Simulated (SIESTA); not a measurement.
The system is GaN.

```
CELL_PARAMETERS angstrom
3.21154 0.00000 0.00000
-1.60577 2.78127 0.00000
0.00000 0.00000 10.35684
ATOMIC_POSITIONS crystal
Ga 0.00000 0.00000 0.78587
Ga 0.66667 0.33333 0.03735
Ga 0.33333 0.66667 0.53735
Ga 0.00000 0.00000 0.28587
N 0.00000 0.00000 0.09304
N 0.66667 0.33333 0.34375
N 0.00000 0.00000 0.59304
N 0.33333 0.66667 0.84374
```

The cell is a database's computed one.

Base run:

```yaml
Program: SIESTA 5.4.2
Functional: PBE
Potentials_or_basis: PseudoDojo 0.4 standard (PBE files)
Basis: DZP (energy shift 0.003 Ry; two zetas on semicore shells)
Grid_cutoff: 800 Ry
Energy_shift: 0.003 Ry
k_mesh: 10 × 10 × 3
Occupations: fermi-dirac, width 0.05 eV
Spin: no spin polarisation
```

Its results: band gap on the k mesh 0.84 eV, direct; pressure 2.2 GPa; largest force 0.523 eV/Å.

After a change of settings the same cell gave: band gap on the k mesh 0.82 eV, direct; pressure -3.6 GPa; largest force 0.443 eV/Å. Which change was it?
A. functional from PBE to PBEsol; potentials or basis from PseudoDojo 0.4 standard (PBE files) to PseudoDojo 0.4 standard (PBEsol files)
B. basis from DZP (energy shift 0.003 Ry; two zetas on semicore shells) to TZDP (energy shift 0.002 Ry; radii capped at 9.5 bohr); energy shift from 0.003 Ry to 0.002 Ry
C. basis from DZP (energy shift 0.003 Ry; two zetas on semicore shells) to TZP (energy shift 0.002 Ry; radii capped at 9.5 bohr); energy shift from 0.003 Ry to 0.002 Ry
D. functional from PBE to LDA; potentials or basis from PseudoDojo 0.4 standard (PBE files) to PseudoDojo 0.4 standard (LDA files)

A.

Caveats: the basis of atomic orbitals isn't converged, which shifts pressures, moduli and gaps; an odd mesh through Γ misses points on the zone boundary, where band edges often lie (some runs).

Not every run made on this cell is shown here.
